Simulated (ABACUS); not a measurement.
The system is In.

```xyz
1
Lattice="-1.6255 1.6255 2.4737 1.6255 -1.6255 2.4737 1.6255 1.6255 -2.4737" Properties=species:S:1:pos:R:3 pbc="T T T"
In    0.0000    0.0000    0.0000
```

| Quantity | Value |
| --- | --- |
| Program | ABACUS 3.10.1 |
| Task | single point |
| Functional | PBE |
| Potentials or basis | PseudoDojo NC SR 0.4.1 PBE standard |
| Cutoff | 966 eV |
| Density cutoff | 3864 eV |
| Basis | plane waves |
| k mesh | 11 × 11 × 11 |
| Occupations | fermi-dirac, width 0.05 eV |
| Spin | no spin polarisation |

On this cell: pressure 2.0 GPa; band gap on the k mesh none (metal or under the smearing width).

The same run follows on a disturbed copy (cell strained at random at fixed volume):

```
In
1.0
    -1.64299    1.57678    2.43209
     1.65802   -1.63180    2.47812
     1.65199    1.64080   -2.46824
In
1
Direct
  0.99147 0.00315 0.99997
```

What changes?

The energy (extrapolated to zero smearing) moves by +1.7 meV/atom; pressure 2.0 GPa; band gap on the k mesh none (metal or under the smearing width).

Stress tensor (GPa, compression positive):
```
 1.74 -0.01 -0.03
-0.01  2.88  0.28
-0.03  0.28  1.48
```
